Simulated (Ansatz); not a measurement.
Cohesive energies along group 16

Computed with DFT, PBE, plane waves (420 eV) with PAW, scalar-relativistic in Ansatz.

The free atom is spin-polarised, without symmetry, in a box of 14 × 14.4 × 14.8 Å, in the lowest state that the tried spin starts reached (hybrids start from one state alone); no zero-point energy, no spin-orbit coupling, no dispersion.

Task: Rank by cohesive energy per atom, weakest first.
A. selenium (trigonal (grey) selenium)
B. tellurium (trigonal tellurium)
C. sulfur (alpha-S8 (Fddd))

Result: B (2.42 eV), A (2.62 eV), C (3.06 eV).
